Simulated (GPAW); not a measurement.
Here is a GPAW 26.7.0 calculation.

The input run.py:

```python
from ase import Atoms
from ase.dft.bandgap import bandgap
from ase.io import write
from ase.units import GPa
from gpaw import GPAW, PW

atoms = Atoms(['Ni', 'Ti'],
              cell=[[2.98806613, 0.0, 0.0],
                    [0.0, 2.98806613, 0.0],
                    [0.0, 0.0, 2.98806613]],
              scaled_positions=[[0.0, 0.0, 0.0],
                                [0.5, 0.5, 0.5]],
              pbc=True)
atoms.set_initial_magnetic_moments([1.0, 1.0])

calc = GPAW(mode=PW(600),
            xc='LDA',
            kpts={'size': (9, 9, 9), 'gamma': True},
            occupations={'name': 'fermi-dirac', 'width': 0.05},
            nbands=27,
            convergence={'density': 1e-05, 'energy': 1e-05},
            maxiter=150,
            txt='gpaw.txt')
atoms.calc = calc
energy = atoms.get_potential_energy()
forces = atoms.get_forces()
stress = atoms.get_stress()
calc.write('gs.gpw')
write('result.traj', atoms)
print(f'Energy: {energy:.6f} eV')
print('Forces (eV/A):')
print(forces.round(4))
print('Stress (GPa):', (stress / GPa).round(3))
print('Moments:', calc.get_magnetic_moments().round(3))
print('Fermi level:', round(calc.get_fermi_level(), 4), 'eV')
print(f'Gap: {bandgap(calc)[0]:.4f} eV, direct: {bandgap(calc, direct=True)[0]:.4f} eV')

path = atoms.cell.bandpath('GXMGRX,MR', npoints=60, eps=1e-4)
bs_calc = calc.fixed_density(kpts=path, symmetry='off', nbands=38,
                             convergence={'bands': 'CBM+6.0', 'eigenstates': 1e-6}, txt='bands.txt')
bs = bs_calc.band_structure()
bs.write('bs.json')
print(f'Gap on the path: {bandgap(bs_calc)[0]:.4f} eV')
```

Potentials or basis: the program's PAW data sets (release 1.2.1) made for this functional, pw.

Command:

```sh
$ OMP_NUM_THREADS=1 python run.py
```

(1) What does it give for the band gap along the path?

(2) Predict the pressure.

(3) What does it give for the net moment?

Answers

(1) none (metal or under the smearing width).

(2) -8.5 GPa.

(3) 0.00 μB per cell.

Caveat: the stock nickel data set gives pressures a few GPa off other programs.
